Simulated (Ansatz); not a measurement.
# Binding across the interface in Li-Al alloy (310) slab with Au (62 atoms), part 2 of 3

Aim: the interaction energy between the two parts of Li-Al alloy (310) slab with Au (62 atoms) and its distance dependence.

Ansatz 0.2.0; Kohn-Sham DFT, PBE+D4, PAW (set soft_2, large core), plane waves.

The cell: 45 Li, 9 Al and 8 Au. No spin–orbit coupling is included.

So far. Step 2 (Single point at the start): The r.m.s. force at the start is 0.26 eV/Å. Step 3 (Relaxation): The relaxation converged after 26 steps, 12.8 eV below its start, with a largest force component of 0.035 eV/Å.

### 4. Single point at the relaxed geometry

One more single point at the end of the walk gives the fuller output and checks the residual forces.

input.yaml reads:

```yaml
crystal:
  lattice:
    - [10.53, 0.0, 0.0]
    - [-3.51, 11.09959, 0.0]
    - [0.0, 0.0, 23.217]
  atoms:
    - { symbol: Li, position: [0.99777, 0.52236, 0.29699] }
    - { symbol: Li, position: [0.41191, 0.79416, 0.33474] }
    - { symbol: Li, position: [0.21593, 0.59119, 0.37373] }
    - { symbol: Al, position: [0.65167, 0.8715, 0.39871] }
    - { symbol: Li, position: [0.41995, 0.72466, 0.45822] }
    - { symbol: Li, position: [0.19337, 0.5039, 0.48552] }
    [... 50 atom lines left out ...]
    - { symbol: Au, position: [0.04611, 0.47898, 0.64958] }
    - { symbol: Au, position: [0.49229, 0.72169, 0.63147] }
    - { symbol: Au, position: [0.26267, 0.15898, 0.61091] }
    - { symbol: Au, position: [0.86878, 0.22931, 0.64691] }
    - { symbol: Au, position: [0.59145, 0.19896, 0.63587] }
    - { symbol: Au, position: [0.98962, 0.71608, 0.65593] }
kpoints:
  mp_grid: { grid: [2, 2, 1] }
hamiltonian:
  xc: pbe
  dispersion: d4
  pseudopotentials: { kind: paw, core: large }
scf:
  occupations: { method: methfessel_paxton, width: 0.15 }
output:
  forces: true
  populations: intrinsic
  dos:
    method: { smearing: { sigma: 0.08 } }
    de: 0.1
    projected:
      site_lists:
        Al: [Al]
        Au: [Au]
        Li: [Li]
        slab: [0, 1, 2, 3, 4, 5, 6, 7, 8, 9, 10, 11, 12, 13, 14, 15, 16, 17, 18, 19, 20, 21, 22, 23, 24, 25, 26, 27, 28, 29, 30, 31, 32, 33, 34, 35, 36, 37, 38, 39, 40, 41, 42, 43, 44, 45, 46, 47, 48, 49, 50, 51, 52, 53]
        Au_adsorbates: [54, 55, 56, 57, 58, 59, 60, 61]
  eigenvalues: true
  write_density: true
  write_potential: true
  volumetric_format: npy
  elf: true
```

Run with:

```sh
$ ansatz run input.yaml --threads 8 --pin off --max-ram 15872MiB --backend cpu --events-out ev --progress --plain --runs-dir out
```

Numbers of over 12 decimals in the logs are rounded to 6 here.

What it wrote:

```text
[...]
Crystal: 62 atoms, lattice volume = 2713.572 Å³
Basis set: ecut = 420 eV, 53037 PW (Γ), exchange–correlation on 144×160×320 points (8 copies of the dense FFT grid, shifted against one another)
Bands: 187, of which v1, the nominal top of the filled ones, is band 125 counted from 1 (124 counted from 0)
Symmetry: 1 space group operations
[...]
k-points: 4
[...]
SCF iter   1: F=—  HF=-98876.481177 eV  |F-HF|=—  |Δ(HF+E_count)|=         —  Δρ=2.87e-2  dr2=1.37e2  ethr=3.10e-3  ⟨swp⟩=12.8  Hψ=4900  notcnv=0  defer=17
[...]
SCF iter  14: F=-98858.108015 eV  HF=-98858.108015 eV  |F-HF|=5.33e-9  |Δ(HF+E_count)|=   3.48e-8  S|Δr|=    0.00e0  Δρ=8.74e-7  dr2=5.71e-8  ethr=4.00e-11  ⟨swp⟩=30.8  Hψ=7473  notcnv=0
SCF 1 converged in 14 iterations: F = -98858.108015 eV  dr2 = 5.71e-8
[...]
WARN: The output density's exchange-correlation potential varies sharply where the density is thin. Do not read a vacuum level from v_tot or v_xc, or from such a field of the output density. On a cell that repeats whose density bears no net charge and no dipole along the vacuum's axis use v_es (v_loc + v_h of the components); [...]
SCF converged after 14 iterations
[...]
Free energy (F): -98858.108015 eV
[...]
Internal energy: -98858.094290 eV  (E = F + TS)
E sigma→0 (E₀):  -98858.104584 eV
Entropy (-TS):   -0.013725 eV (-0.221 meV/atom)
Fermi energy:    -0.194773 eV
[...]
--- Forces (eV/Å), atoms counted from 1 ---
  atom   1  Li     0.00055694     0.00910867    -0.00143256
  atom   2  Li    -0.00042255    -0.00282608     0.00265979
  atom   3  Li    -0.00493126     0.00854458    -0.01006389
  atom   4  Al    -0.01520680     0.00536736     0.01347589
  atom   5  Li    -0.00591205     0.00819634     0.01777090
  atom   6  Li    -0.00175795    -0.00682001    -0.01026624
  atom   7  Li    -0.02169705    -0.01304381     0.00138677
  atom   8  Li     0.01589602    -0.00985796     0.01309375
  atom   9  Li    -0.00448441    -0.00092202    -0.00495311
  atom  10  Li    -0.00594274     0.00666272     0.00077614
  atom  11  Li    -0.00832576    -0.00342236     0.00374674
  atom  12  Al    -0.00939718    -0.00778851     0.00548625
  atom  13  Li     0.00796575     0.00191901     0.00355338
  atom  14  Li    -0.00576730    -0.00294912    -0.01416170
[...]
atom  61  Au     0.00006824    -0.01385587    -0.00957040
  atom  62  Au    -0.00558557     0.01250704     0.02187004
  max |Σ_I F_I| component: 2.67e-4 eV/Å
--- Band table (eV) ---
[...]
--- intrinsic populations: 62 sites ---
  site symbol       q [e]
     0     Li      2.5700
     1     Li      2.4841
     2     Li      2.7056
[...]
61     Au     11.3583
  spilling = 0.000000 (of n_electrons = 250.000000)
```

Wall time 43 s (8 threads of Arm Neoverse V2, shared host); peak memory 10 GiB.

The program notes that the exchange-correlation potential is rough where the density is thin.

Numbers from this run:

- free energy: -98858.1080 eV
- free energy per atom: -1594.4856 eV/atom
- SCF cycles: 14
- r.m.s. force component: 0.00889 eV/Å
- longest force: 0.03768 eV/Å
- Fermi energy: -0.1948 eV
- levels partly filled by over 2 per cent: 13

By region:

```tsv
region	atoms	mean length of the force (eV/Å)
slab	54	0.012
Au adsorbates	8	0.022
```

Density of states as counts of states in windows of 1 eV (from the Fermi level), total and the larger projections:

```tsv
from (eV)	to (eV)	total	slab	Au adsorbates	Au d	Li s	Al p	Al s
-18	-8	0.0	0.0	0.0	0.0	0.0	0.0	0.0
-8	-7	1.9	0.8	1.2	0.6	0.3	0.1	0.4
-7	-6	6.4	3.7	2.7	1.6	1.3	0.3	2.1
-6	-5	14.2	5.0	9.1	8.1	1.7	0.7	2.6
-5	-4	48.8	6.3	42.1	39.7	2.8	1.5	2.0
-4	-3	30.7	5.4	25.0	23.1	2.0	1.4	2.0
-3	-2	15.6	9.7	5.5	4.1	4.5	4.2	1.0
-2	-1	19.5	16.3	2.3	0.9	7.1	8.3	0.8
-1	0	24.0	19.6	1.5	0.5	8.8	9.8	1.0
0	1	24.5	16.3	1.1	0.4	9.7	5.8	0.9
1	2	25.7	13.6	0.8	0.2	8.5	4.1	1.0
2	3	28.6	12.8	0.9	0.2	8.6	3.1	1.1
```

The curve was stored every 0.100 eV, coarse against its broadening of 0.08 eV, so these counts are rough.

The stored curve holds about 161 of the 250 electrons; the rest, give or take the few that broadening carries across the Fermi level, lie in deeper levels below its range.

The levels nearest the highest filled one (over half full), pooled over k-points and spins:

```tsv
level less the highest filled one (eV)	occupation
-0.101	1.90
-0.098	1.89
-0.0593	1.61
-0.0097	1.11
-0.0032	1.04
0	1.00
0.0243	0.73
0.0443	0.524
0.0837	0.2
0.0917	0.151
0.113	0.046
0.176	-0.07
```

Planar average of the electrostatic potential energy along the normal, with the Fermi level as zero, after a running mean with a triangular window 4 Å wide at its base:

```tsv
height (Å)	potential energy (eV)
0.0	3.12
0.7	3.08
1.3	3.05
2.0	3.01
2.6	2.97
3.3	2.91
3.9	2.83
4.6	2.58
5.2	2.12
5.9	1.17
6.5	0.22
7.3	-0.86
8.0	-1.52
8.6	-1.73
9.3	-1.71
9.9	-1.54
10.6	-1.26
11.2	-1.07
11.9	-1.04
12.5	-1.35
13.2	-2.45
13.8	-3.66
14.5	-4.70
15.1	-4.31
15.8	-2.06
16.5	0.69
17.1	2.33
17.8	3.20
18.4	3.32
19.2	3.33
19.7	3.30
20.5	3.26
21.0	3.23
21.8	3.20
22.3	3.16
23.1	3.13
```

Valence density in the ca plane at fractional y = 0.495, with atoms of Li and Al and Au within 0.2 Å of it. It is the smooth field of the valence electrons, not physical close to the nuclei.

Ten steps, logarithmic in the rise over the least value, from '0' (0.0 e/Å³) to '9' (6.2 e/Å³), each cell a mean:
```
00015862111111111111111123466542100000000000
00001321112221111111111112233321000000000000
00000111122222111111111111122110000000000000
00000111222222211145311111243100000000000000
00000111222222211266311111487300000000000000
00000111122222111122111111376200000000000000
00001553111111111111111111111000000000000000
00003896211111111111122222111000000000000000
00002785111111111112222222211000000000000000
00000221111111222222223233221000000000000000
00000111222222222223333233221000000000000000
00001111222222232223333322211000000000000000
00001111222222322122322222211000000000000000
00001211222222222122222211110000000000000000
00037851111112223332221111110000000000000000
00049962111111222222211133100000000000000000
00015631111111112221111377300000000000000000
00001111111111111221111255210000000000000000
00000111111111115873111111111110000000000000
00000111111111116984111112233221000000000000
00000111111111112541111123456542100000000000
00000111111111111111111124688763100000000000
00001221111111111111111235788864200000000000
00015762111111111111111134788763100000000000
```
Columns run along c (16.0 Å, from fractional 0.22 to 0.91 of the cell), rows up along a (10.5 Å). Atoms in or near the plane, at fractional coordinates: Li at (0.49, 0.19), Li at (0.29, 0.36), Al at (0.48, 0.47), Li at (0.31, 0.67), Au at (0.65, 0.05).

ELF in the ca plane at fractional y = 0.495, with atoms of Li and Al and Au within 0.2 Å of it. It is the smooth field of the valence electrons, not physical close to the nuclei.

Values in units of 1e-1, 13 rows by 16 columns, each cell a mean:
```
0.0 0.3 0.5 2.5 2.5 5.0 2.4 3.4 5.6 5.2 3.2 3.6 3.7 2.4 0.5 0.1
0.0 0.4 2.1 3.5 5.5 7.3 7.3 5.8 1.5 1.5 2.7 1.5 1.6 1.2 0.2 0.0
0.0 0.4 2.6 5.2 6.3 7.6 7.7 5.6 2.7 1.7 3.0 3.6 3.6 0.2 0.1 0.0
0.0 0.3 0.9 1.4 2.9 4.5 2.9 2.9 2.0 3.9 6.4 2.7 0.9 0.3 0.1 0.0
0.0 0.3 0.6 2.6 5.2 2.5 0.6 2.0 5.2 6.6 7.8 7.7 4.2 0.9 0.1 0.0
0.1 0.5 2.5 3.3 3.9 6.2 4.7 5.8 6.3 7.1 6.1 8.4 5.6 1.3 0.1 0.0
0.1 0.6 3.0 5.3 7.2 6.8 6.4 5.2 2.4 7.1 7.0 7.8 5.0 1.3 0.1 0.0
0.1 0.3 0.6 2.5 3.0 5.7 5.1 5.5 3.8 6.7 4.7 4.6 3.1 0.9 0.1 0.0
0.1 0.4 0.4 6.1 3.1 4.7 3.9 6.6 7.8 6.1 1.9 1.4 1.2 0.5 0.1 0.0
0.2 1.3 3.4 2.5 4.3 4.7 4.0 2.9 2.5 2.9 2.1 1.8 1.6 0.8 0.2 0.0
0.3 2.2 6.2 8.1 7.6 3.1 3.6 2.1 7.3 1.8 2.2 3.0 3.1 1.9 0.5 0.1
0.2 1.5 4.7 5.0 5.5 4.9 4.6 3.3 2.0 4.2 3.4 3.4 2.8 2.7 0.8 0.1
0.1 0.6 1.1 2.3 2.3 4.2 1.9 3.8 6.8 5.7 3.5 2.8 1.8 2.9 0.8 0.1
```
Columns run along c (16.0 Å, from fractional 0.14 to 0.83 of the cell), rows up along a (10.5 Å). Atoms in or near the plane, at fractional coordinates: Li at (0.49, 0.19), Li at (0.29, 0.36), Al at (0.48, 0.47), Li at (0.31, 0.67), Au at (0.65, 0.05).

13 levels are partly filled, by over 2 % (on the run's k-points), as in a metal. The potential slopes across the vacuum by 0.053 eV/Å: the slab bears a dipole, and with periodic images along the normal there is no flat vacuum level to read.

### 5. The lower part alone

The lower part (slab) is solved alone, atoms held, in the same cell.

input.yaml reads:

```yaml
crystal:
  lattice:
    - [10.53, 0.0, 0.0]
    - [-3.51, 11.09959, 0.0]
    - [0.0, 0.0, 23.217]
  atoms:
    - { symbol: Li, position: [0.99777, 0.52236, 0.29699] }
    - { symbol: Li, position: [0.41191, 0.79416, 0.33474] }
    - { symbol: Li, position: [0.21593, 0.59119, 0.37373] }
    - { symbol: Al, position: [0.65167, 0.8715, 0.39871] }
    - { symbol: Li, position: [0.41995, 0.72466, 0.45822] }
    - { symbol: Li, position: [0.19337, 0.5039, 0.48552] }
    [... 42 atom lines left out ...]
    - { symbol: Li, position: [0.30998, 0.37401, 0.40083] }
    - { symbol: Li, position: [0.04819, 0.22574, 0.45769] }
    - { symbol: Li, position: [0.8494, 0.99585, 0.4844] }
    - { symbol: Li, position: [0.29014, 0.30345, 0.52867] }
    - { symbol: Li, position: [0.01265, 0.12204, 0.583] }
    - { symbol: Li, position: [0.45231, 0.35148, 0.64843] }
kpoints:
  mp_grid: { grid: [2, 2, 1] }
hamiltonian:
  xc: pbe
  dispersion: d4
  pseudopotentials: { kind: paw, core: large }
scf:
  occupations: { method: methfessel_paxton, width: 0.15 }
output:
  forces: true
  eigenvalues: true
  write_density: true
  write_potential: true
  volumetric_format: npy
```

What it wrote:

```text
Warning: of Li, Al the run reads no dataset of the core that `hamiltonian.pseudopotentials.core` asks for: this build lists none beside the file that it uses, or the input names that file
[...]
Crystal: 54 atoms, lattice volume = 2713.572 Å³
Basis set: ecut = 420 eV, 53037 PW (Γ), exchange–correlation on 144×160×320 points (8 copies of the dense FFT grid, shifted against one another)
Bands: 135, of which v1, the nominal top of the filled ones, is band 81 counted from 1 (80 counted from 0)
Symmetry: 1 space group operations
[...]
k-points: 4
[...]
SCF iter   1: F=—  HF=-14043.749954 eV  |F-HF|=—  |Δ(HF+E_count)|=         —  Δρ=1.49e-3  dr2=8.46e-1  ethr=1.77e-3  ⟨swp⟩=12.0  Hψ=3752  notcnv=0
[...]
SCF iter   8: F=—  HF=-14043.684425 eV  |F-HF|=—  |Δ(HF+E_count)|=   3.22e-7  S|Δr|=    0.00e0  Δρ=1.13e-6  dr2=1.52e-7  ethr=7.21e-10  ⟨swp⟩=2.0  Hψ=535  notcnv=0  defer=20
SCF iter   9: F=-14043.684425 eV  HF=-14043.684425 eV  |F-HF|=1.88e-9  |Δ(HF+E_count)|=   2.98e-8  S|Δr|=    0.00e0  Δρ=4.00e-7  dr2=1.67e-8  ethr=6.17e-11  ⟨swp⟩=26.5  Hψ=4252  notcnv=0
[...]
SCF 1 converged in 9 iterations: F = -14043.684425 eV  dr2 = 1.67e-8
[...]
SCF converged after 9 iterations
[...]
Free energy (F): -14043.684425 eV
[...]
Internal energy: -14043.658751 eV  (E = F + TS)
E sigma→0 (E₀):  -14043.678007 eV
Entropy (-TS):   -0.025674 eV (-0.475 meV/atom)
Fermi energy:    -0.892623 eV
[...]
Σ components = -14043.684425   (vs F -14043.684425, Δ=0.00e0)
--- Forces (eV/Å), atoms counted from 1 ---
  atom   1  Li     0.00142159     0.02076668     0.00183885
  atom   2  Li    -0.00353818     0.00365426    -0.01783648
  atom   3  Li    -0.01123164     0.01141819     0.01624407
  atom   4  Al     0.00395815    -0.00073094    -0.05559247
[...]
atom  54  Li     0.01185943    -0.11436482    -0.20957992
  max |Σ_I F_I| component: 4.45e-5 eV/Å
--- Band table (eV) ---
[...]
```

The job ended after 20 s (8 threads; peak memory 7.9 GiB).

### 6. The upper part alone

The upper part (Au adsorbates) is solved alone in the same way, with spin, in case cut bonds leave unpaired electrons.

input.yaml, the sections that differ from step 5:

```yaml
crystal:
  lattice:
    - [10.53, 0.0, 0.0]
    - [-3.51, 11.09959, 0.0]
    - [0.0, 0.0, 23.217]
  atoms:
    - { symbol: Au, position: [0.24506, 0.72005, 0.65548], spin: 1.0 }
    - { symbol: Au, position: [0.75136, 0.73245, 0.63407], spin: 1.0 }
    - { symbol: Au, position: [0.04611, 0.47898, 0.64958], spin: 1.0 }
    - { symbol: Au, position: [0.49229, 0.72169, 0.63147], spin: 1.0 }
    - { symbol: Au, position: [0.26267, 0.15898, 0.61091], spin: 1.0 }
    - { symbol: Au, position: [0.86878, 0.22931, 0.64691], spin: 1.0 }
    - { symbol: Au, position: [0.59145, 0.19896, 0.63587], spin: 1.0 }
    - { symbol: Au, position: [0.98962, 0.71608, 0.65593], spin: 1.0 }
magnetization:
  spin_polarized: true
scf:
  occupations: { method: methfessel_paxton, width: 0.15 }
  lower_state_search: "off"
# kpoints, hamiltonian, output: as in step 5
```

What it wrote:

```text
[...]
Crystal: 8 atoms, lattice volume = 2713.572 Å³
Basis set: ecut = 420 eV, 53037 PW (Γ), exchange–correlation on 144×160×320 points (8 copies of the dense FFT grid, shifted against one another)
Bands: 58, of which v1, the nominal top of the filled ones, is band 44 counted from 1 (43 counted from 0)
Symmetry: 1 space group operations
[...]
k-points: 4
[...]
Starting moments: Σ|m| = 8 μB on 8 of 8 sites
[...]
SCF iter   1: F=—  HF=-84791.508243 eV  |F-HF|=—  |Δ(HF+E_count)|=         —  Δρ=1.27e-2 (↑1.27e-2 ↓7.23e-3)  dr2=5.35e0  dr2_m=1.79e0  M=0.994 μB ∫|m|=1.291 μB  β_m=0.30  ethr=3.10e-3  ⟨swp⟩=13.2  Hψ=2700  notcnv=0
[...]
spin=Collinear: Resta preconditioning applied to the charge; magnetization (m = ρ↑ − ρ↓) channel mixes plain (no charge-response kernel on spin).
SCF iter   2: F=—  HF=-84791.376730 eV  |F-HF|=—  |Δ(HF+E_count)|=   1.32e-1  S|Δr|=    0.00e0  Δρ=7.50e-3 (↑7.50e-3 ↓7.31e-3)  dr2=2.37e0  dr2_m=1.24e0  M=0.564 μB ∫|m|=0.725 μB  β_m=0.30  ethr=3.10e-3  ⟨swp⟩=3.0  Hψ=987  notcnv=0  defer=37
[...]
spin=Collinear: LDOS preconditioning applied to the charge; magnetization (m = ρ↑ − ρ↓) channel mixes plain (no charge-response kernel on spin).
SCF iter   3: F=—  HF=-84791.383133 eV  |F-HF|=—  |Δ(HF+E_count)|=   6.40e-3  S|Δr|=    0.00e0  Δρ=5.43e-3 (↑5.43e-3 ↓5.28e-3)  dr2=1.34e0  dr2_m=6.49e-1  M=0.436 μB ∫|m|=0.579 μB  β_m=0.30  ethr=2.69e-3  ⟨swp⟩=1.0  Hψ=441  notcnv=0  defer=36
[...]
SCF iter   9: F=—  HF=-84791.476631 eV  |F-HF|=—  |Δ(HF+E_count)|=   5.24e-3  S|Δr|=    0.00e0  Δρ=7.70e-4 (↑7.21e-4 ↓7.70e-4)  dr2=1.92e-3  dr2_m=1.37e-2  M=0.395 μB ∫|m|=0.439 μB  β_m=0.30  ethr=7.37e-7  ⟨swp⟩=2.5  Hψ=742  notcnv=0  defer=38
[...]
spin-set hold released at iteration 9 (site moments contracting): the magnetisation degrees of freedom join the quasi-Newton model from the next iteration; the mixer history was flushed
SCF iter  10: F=—  HF=-84791.479478 eV  |F-HF|=—  |Δ(HF+E_count)|=   2.85e-3  S|Δr|=    0.00e0  Δρ=5.80e-4 (↑5.31e-4 ↓5.80e-4)  dr2=1.64e-3  dr2_m=7.59e-3  M=0.366 μB ∫|m|=0.409 μB  β_m=0.65  ethr=7.37e-7  ⟨swp⟩=1.0  Hψ=400  notcnv=0  defer=38
[...]
SCF iter  25: F=-84791.484549 eV  HF=-84791.484549 eV  |F-HF|=5.86e-9  |Δ(HF+E_count)|=  8.29e-10  S|Δr|=    0.00e0  Δρ=7.56e-8 (↑7.56e-8 ↓6.50e-8)  dr2=4.38e-10  dr2_m=8.08e-11  M=0.000 μB ∫|m|=0.000 μB  ethr=1.00e-12  ⟨swp⟩=5.6  Hψ=2564  notcnv=0
WARN: the starting moments were not kept: the SCF closed with an absolute magnetisation of 2.8e-4 μB, where they sum to 8 μB in size (8 sites). That is at most 0.1 of that sum. Measured as dr2_m measures the in/out step, that magnetisation stands 2.5e-9 eV from none, [...]
SCF 1 converged in 25 iterations: F = -84791.484549 eV  dr2 = 4.38e-10
[...]
this state was not tested for a lower state beside it, because cold or Methfessel-Paxton smearing, or corrected tetrahedra, fill the levels in a way that the test cannot read (fill_not_monotonic; see scf.lower_state_search)
SCF converged after 25 iterations
Magnetization: 0.0000 μB (44.0000 up, 44.0000 down)
Absolute magnetization: 0.0003 μB (∫|ρ↑−ρ↓|, with the PAW one-centre terms)
[...]
Per-site moments (μB) at R_I (Å): [(-1.0539854695427456e-5, 1.095921), (-1.893796080189727e-5, 1.081716), (-4.133471589890357e-6, 1.214289), (-1.8720892409750674e-5, 1.095921), (7.356547598935312e-5, 1.402900), [...]
Free energy (F): -84791.484549 eV
[...]
Internal energy: -84791.481577 eV  (E = F + TS)
E sigma→0 (E₀):  -84791.483806 eV
Entropy (-TS):   -0.002973 eV (-0.372 meV/atom)
Fermi energy:    -5.176521 eV
[...]
--- Forces (eV/Å), atoms counted from 1 ---
  atom   1  Au    -0.11846255    -0.74148653    -0.05237043
  atom   2  Au    -0.40152927     0.03476956    -0.05449565
  atom   3  Au    -0.46479410     0.42349740     0.01367378
  atom   4  Au     0.20821259    -0.06808266     0.04487004
  atom   5  Au     0.88175902     0.14494115     0.23708186
  atom   6  Au    -0.61648308     0.87542592    -0.10078432
  atom   7  Au     0.20121572     0.10579610    -0.06855389
  atom   8  Au     0.31008192    -0.77485715    -0.01942334
  max |Σ_I F_I| component: 3.79e-6 eV/Å
--- Band table (eV; the first three rows and the last of 8) ---
[...]
```

It took 30 s on 8 threads; peak memory 5.6 GiB; 3.7 min of CPU time.

The program notes that starting moments were not kept and the stability of the SCF solution was not settled.

The whole (-98858.108 eV) less the lower (-14043.684 eV) and the upper part (-84791.485 eV) leaves -22.939 eV.

[end of part 2 of 3]

[Logs are printed without paths, hosts, clocks, repeated set-up lines and the standing remarks that a program may print on its own settings, such as how far it seeks lower states.]

[Hosts, paths, dates, database ids (printed as entryN), source tags and the programs' standing remarks are cut or masked in the printed files.]
